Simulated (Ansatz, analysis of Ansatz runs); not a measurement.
# KZnF3 (Pm-3m), nudged elastic band: H turning about F (q = +1)

How high is the barrier when H changes place in KZnF3 (Pm-3m)? The case: H turning about F, charge +1, in a cell of 40 host atoms with 1 H put in.

Main program and level: Ansatz 0.2.0; plane-wave PAW DFT, PBEsol; nudged elastic band between two relaxed defect structures at fixed charge in a uniform background.

## (1) The starting structure

The cell holds 41 atoms: 8 K, 8 Zn, 24 F and 1 H. Cell: a = 8.104 Å, b = 8.104 Å, c = 8.104 Å, α = 90.0°, β = 90.0°, γ = 90.0°. It derives from KZnF3 (space group Pm-3m). Nearest the centre at fractional (0.207, 0.414, 0.293): H41 at 0.49 Å, F14 at 0.85 Å, Zn2 at 1.42 Å, F10 at 2.17 Å, F3 at 2.17 Å, K16 at 2.47 Å, F23 at 2.74 Å, F5 at 2.74 Å. The cell carries charge +1.

The cell's shortest repeat is 8.1 Å.

## (2) Relaxation of the start point, charge +1

A barrier is counted from a minimum, so both ends are relaxed first. Small random displacements break the symmetry of the ideal sites, so that the defect can distort if it gains by it. The charge of +1 is set by the electron count, and a uniform background keeps the cell neutral.

Contents of qp1_c40k8s.start/input.yaml:

```yaml
crystal:
  lattice:
    - [8.10382887, 0.0, 0.0]
    - [0.0, 8.10382887, 0.0]
    - [0.0, 0.0, 8.10382887]
  atoms:
    - { symbol: K, position: [0.0, 0.0, 0.0] }
    - { symbol: Zn, position: [0.25, 0.25, 0.25] }
    - { symbol: F, position: [0.0, 0.25, 0.25] }
    - { symbol: F, position: [0.25, 0.0, 0.25] }
    - { symbol: F, position: [0.25, 0.25, 0.0] }
    - { symbol: K, position: [0.0, 0.0, 0.5] }
    - { symbol: Zn, position: [0.25, 0.25, 0.75] }
    - { symbol: F, position: [0.0, 0.25, 0.75] }
    - { symbol: F, position: [0.25, 0.0, 0.75] }
    - { symbol: F, position: [0.25, 0.25, 0.5] }
    - { symbol: K, position: [0.0, 0.5, 0.0] }
    - { symbol: Zn, position: [0.25, 0.75, 0.25] }
    - { symbol: F, position: [0.0, 0.75, 0.25] }
    - { symbol: F, position: [0.25, 0.5, 0.25] }
    - { symbol: F, position: [0.25, 0.75, 0.0] }
    - { symbol: K, position: [0.0, 0.5, 0.5] }
    - { symbol: Zn, position: [0.25, 0.75, 0.75] }
    - { symbol: F, position: [0.0, 0.75, 0.75] }
    - { symbol: F, position: [0.25, 0.5, 0.75] }
    - { symbol: F, position: [0.25, 0.75, 0.5] }
    - { symbol: K, position: [0.5, 0.0, 0.0] }
    - { symbol: Zn, position: [0.75, 0.25, 0.25] }
    - { symbol: F, position: [0.5, 0.25, 0.25] }
    - { symbol: F, position: [0.75, 0.0, 0.25] }
    - { symbol: F, position: [0.75, 0.25, 0.0] }
    - { symbol: K, position: [0.5, 0.0, 0.5] }
    - { symbol: Zn, position: [0.75, 0.25, 0.75] }
    - { symbol: F, position: [0.5, 0.25, 0.75] }
    - { symbol: F, position: [0.75, 0.0, 0.75] }
    - { symbol: F, position: [0.75, 0.25, 0.5] }
    - { symbol: K, position: [0.5, 0.5, 0.0] }
    - { symbol: Zn, position: [0.75, 0.75, 0.25] }
    - { symbol: F, position: [0.5, 0.75, 0.25] }
    - { symbol: F, position: [0.75, 0.5, 0.25] }
    - { symbol: F, position: [0.75, 0.75, 0.0] }
    - { symbol: K, position: [0.5, 0.5, 0.5] }
    - { symbol: Zn, position: [0.75, 0.75, 0.75] }
    - { symbol: F, position: [0.5, 0.75, 0.75] }
    - { symbol: F, position: [0.75, 0.5, 0.75] }
    - { symbol: F, position: [0.75, 0.75, 0.5] }
    - { symbol: H, position: [0.164394, 0.414394, 0.25] }
total_charge: 1
basis:
  ecutwfc: 420
  xc_grid: 2
hamiltonian:
  xc: pbesol
kpoints:
  mp_grid: { grid: [2, 2, 2], shift: [0.5, 0.5, 0.5] }
scf:
  occupations: { method: fixed }
  max_iter: 150
output:
  forces: true
relax:
  f_tol: 0.02
  max_steps: 70
  random_displacement: { amplitude: 0.03, seed: 5455 }
```

Launch:

```
> ansatz run input.yaml --threads 32 --pin off --max-ram 84787MiB --backend cuda --events-out ev --progress --plain --runs-dir out --max-vram 78GiB
```

What it wrote:

```text
[...]
Engine: ansatz 0.2.0, aarch64-unknown-linux-gnu
[...]
Pseudopotential: K, paw, valence charge 9, recommended cutoff 420 eV (normal), K.paw.azcp
Pseudopotential: Zn, paw, valence charge 12, recommended cutoff 420 eV (normal), Zn.paw.azcp
Pseudopotential: F, paw, valence charge 7, recommended cutoff 420 eV (normal), F.paw.azcp
Pseudopotential: H, paw, valence charge 1, recommended cutoff 420 eV (normal), H.paw.azcp
Functional definition: PBEsol
[...]
Crystal: 41 atoms, lattice volume = 532.195 Å³
Basis set: ecut = 420 eV, 10395 PW (Γ), exchange–correlation on 120×120×120 points (8 copies of the dense FFT grid, shifted against one another)
Bands: 209, of which v1, the nominal top of the filled ones, is band 168 counted from 1 (167 counted from 0)
[...]
SCF iter   2: F=—  HF=-57639.792965 eV  |F-HF|=—  |Δ(HF+E_count)|=   1.36e-1  Δρ=2.85e-3  dr2=7.31e-2  ethr=1.44e-4  ⟨swp⟩=2.0  Hψ=1348  notcnv=0  defer=156
[...]
SCF iter   8: F=-57639.764532 eV  HF=-57639.764533 eV  |F-HF|=1.03e-6  |Δ(HF+E_count)|=   4.34e-6  Δρ=1.88e-5  dr2=1.60e-6  ethr=2.98e-9  ⟨swp⟩=3.0  Hψ=3002  notcnv=0
SCF 1 converged in 8 iterations: F = -57639.764532 eV  dr2 = 1.60e-6
[...]
relax step   1: F+E_penalty+E_count = -57639.76453168 eV  Δ(F+E_penalty+E_count) = +0.000e0 eV  max|allowed force component| = 6.645e0 eV/Å  Δτ_max = 0.0000 Å  (8 SCF iters, dr2 threshold 1.00e-5 eV,  [...]
[...]
SCF iter   1: F=—  HF=-57641.621916 eV  |F-HF|=—  |Δ(HF+E_count)|=         —  Δρ=1.60e-2  dr2=1.66e0  ethr=4.94e-4  ⟨swp⟩=1.0  Hψ=3342  notcnv=0  defer=133
[...]
SCF 9 converged in 5 iterations: F = -57642.364820 eV  dr2 = 8.78e-9
[...]
SCF converged after 5 iterations
[...]
--- Relaxed structure (9 steps of the walk, 9 accepted, 0 SCFs on fresh bases) ---
[...]
```

Elapsed: 4.7 s, on 1 × NVIDIA GB200 with 32 threads of Arm Neoverse V2, shared host; peak memory 1 GiB; 22 s of CPU time.

Step by step:

```
step  energy less that of the first step (eV)  largest force component (eV/Å)
   1                                   0.0000                          6.6453
   2                                  -1.2248                          4.1044
   3                                  -2.2059                          1.1648
   4                                  -2.5054                          0.4866
   5                                  -2.5737                          0.3244
   6                                  -2.5911                          0.1972
   7                                  -2.5937                          0.2043
   8                                  -2.6003                          0.0195
   9                                  -2.6003                          0.0195
```

The atoms that moved most (Å, from the sites as typed, ahead of the random displacement, the mean shift of all atoms taken out):

| atom | dx | dy | dz | length |
| --- | --- | --- | --- | --- |
| F3 | 0.168 | 0.588 | 0.000 | 0.611 |
| F4 | -0.394 | -0.054 | -0.003 | 0.398 |
| H41 | -0.373 | 0.101 | 0.001 | 0.386 |
| Zn2 | 0.188 | -0.260 | 0.000 | 0.321 |
| F24 | 0.284 | 0.045 | 0.000 | 0.288 |
| F13 | -0.014 | -0.286 | 0.000 | 0.286 |
| F23 | 0.075 | -0.258 | 0.000 | 0.268 |
| K16 | -0.079 | 0.085 | 0.200 | 0.232 |

Neighbours of H41 at the end:

| atom | distance (Å) |
| --- | --- |
| F14 | 1.143 |
| F3 | 1.158 |
| Zn2 | 2.107 |
| F13 | 2.528 |
| K16 | 2.547 |
| K11 | 2.549 |
| F5 | 2.701 |
| F10 | 2.702 |

Among the atoms that came to bonding distance: F3–H41 1.16 Å (from 1.88).

This step gave:

| Quantity | Value |
| --- | --- |
| free energy | -57642.3648 eV |
| r.m.s. move of the farther half of the atoms | 0.08188 Å |
| largest move from the ideal geometry of this structure, a common shift of the far atoms taken out | 0.6021 Å |

The relaxation gained 2.600 eV and ended with a largest force component of 0.019 eV/Å.

## (3) Relaxation of the end point, charge +1

The end point is relaxed in the same cell and settings, so that the two energies compare. Atoms more than 3.2 Å from the middle of the hop start where the first relaxation left them, the nearer ones on or close to their ideal places, with small random displacements.

Contents of qp1_c40k8s.end/input.yaml:

```yaml
crystal:
  lattice:
    - [8.10382887, 0.0, 0.0]
    - [0.0, 8.10382887, 0.0]
    - [0.0, 0.0, 8.10382887]
  atoms:
    - { symbol: K, position: [-0.00629985, -0.0038676, -0.01116431] }
    - { symbol: Zn, position: [0.25, 0.25, 0.25] }
    - { symbol: F, position: [0.0, 0.25, 0.25] }
[... 1 atom line left out ...]
    - { symbol: F, position: [0.25, 0.25, 0.0] }
[... 4 atom lines left out ...]
    - { symbol: F, position: [0.25, 0.25, 0.5] }
    - { symbol: K, position: [0.0, 0.5, 0.0] }
    - { symbol: Zn, position: [0.25, 0.75, 0.25] }
    - { symbol: F, position: [-0.00592291, 0.71442094, 0.25000339] }
    - { symbol: F, position: [0.25, 0.5, 0.25] }
[... 1 atom line left out ...]
    - { symbol: K, position: [0.0, 0.5, 0.5] }
[... 6 atom lines left out ...]
    - { symbol: F, position: [0.5, 0.25, 0.25] }
[... 12 atom lines left out ...]
    - { symbol: K, position: [0.5, 0.5, 0.5] }
[... 4 atom lines left out ...]
    - { symbol: H, position: [0.25, 0.414394, 0.335606] }
total_charge: 1
basis:
  ecutwfc: 420
  xc_grid: 2
hamiltonian:
  xc: pbesol
kpoints:
  mp_grid: { grid: [2, 2, 2], shift: [0.5, 0.5, 0.5] }
scf:
  occupations: { method: fixed }
  max_iter: 150
output:
  forces: true
relax:
  f_tol: 0.02
  max_steps: 70
  random_displacement: { amplitude: 0.01, seed: 5455 }
```

What it wrote:

```text
[...]
Crystal: 41 atoms, lattice volume = 532.195 Å³
Basis set: ecut = 420 eV, 10395 PW (Γ), exchange–correlation on 120×120×120 points (8 copies of the dense FFT grid, shifted against one another)
Bands: 209, of which v1, the nominal top of the filled ones, is band 168 counted from 1 (167 counted from 0)
[...]
SCF iter   8: F=-57639.757012 eV  HF=-57639.757013 eV  |F-HF|=7.01e-7  |Δ(HF+E_count)|=   4.06e-6  Δρ=1.96e-5  dr2=1.51e-6  ethr=2.98e-9  ⟨swp⟩=2.2  Hψ=2798  notcnv=0
SCF 1 converged in 8 iterations: F = -57639.757012 eV  dr2 = 1.51e-6
[...]
relax step   1: F+E_penalty+E_count = -57639.75701244 eV  Δ(F+E_penalty+E_count) = +0.000e0 eV  max|allowed force component| = 6.353e0 eV/Å  Δτ_max = 0.0000 Å  (8 SCF iters, dr2 threshold 1.00e-5 eV,  [...]
[...]
relax step   2: F+E_penalty+E_count = -57640.98531478 eV  Δ(F+E_penalty+E_count) = -1.228e0 eV  max|allowed force component| = 3.941e0 eV/Å  Δτ_max = 0.1953 Å  (7 SCF iters, dr2 threshold 1.00e-4 eV,  [...]
[...]
SCF 9 converged in 6 iterations: F = -57642.364549 eV  dr2 = 1.63e-6
[...]
SCF 10 converged in 7 iterations: F = -57642.364925 eV  dr2 = 2.86e-8
[...]
SCF converged after 7 iterations
[...]
--- Relaxed structure (10 steps of the walk, 10 accepted, 0 SCFs on fresh bases) ---
[...]
```

Wall time 5.7 s (1 × NVIDIA GB200 with 32 threads); peak memory 1 GiB.

Relaxation path:

```
step  energy less that of the first step (eV)  largest force component (eV/Å)
   1                                   0.0000                          6.3525
   2                                  -1.2283                          3.9408
   3                                  -2.2262                          1.0379
   4                                  -2.4537                          0.7932
   5                                  -2.5649                          0.1774
   6                                  -2.5950                          0.1198
   7                                  -2.5973                          0.1981
   8                                  -2.6032                          0.1090
   9                                  -2.6075                          0.0244
  10                                  -2.6079                          0.0043
```

The atoms that moved most (Å, from the sites as typed, ahead of the random displacement):

```
atom      dx      dy      dz  length
 F10  -0.022   0.581  -0.169   0.605
  F4   0.402  -0.003   0.391   0.561
 H41  -0.022   0.094   0.374   0.386
 Zn2  -0.023  -0.263  -0.188   0.324
  F9  -0.017   0.045  -0.287   0.291
 F24  -0.272  -0.056  -0.029   0.279
  F5  -0.024  -0.264  -0.076   0.276
 F20   0.011  -0.247   0.025   0.249
```

Neighbours of H41 at the end:

```csv
atom,distance (Å)
F14,1.145
F10,1.157
Zn2,2.104
F20,2.526
K36,2.547
K16,2.548
F3,2.701
F23,2.702
```

Among the atoms that came to bonding distance: F10–H41 1.16 Å (from 1.88).

This step gave:

```yaml
free_energy: -57642.3649 eV
r_m_s_move_of_the_farther_half_of_the_atoms: 0.08151 Å
largest_move_from_the_ideal_geometry_of_this_structure_a_common_shift_of_the_far_atoms_taken_out: 0.6033 Å
```

The relaxation gained 2.608 eV and ended with a largest force component of 0.0043 eV/Å. The end lies within 1 meV of the start.

[end of part 1 of 2]

[Logs are printed without paths, hosts, clocks, repeated set-up lines and the standing remarks that a program may print on its own settings, such as how far it seeks lower states.]

[Hosts, paths, dates, database ids (printed as entryN), source tags and the programs' standing remarks are cut or masked in the printed files.]
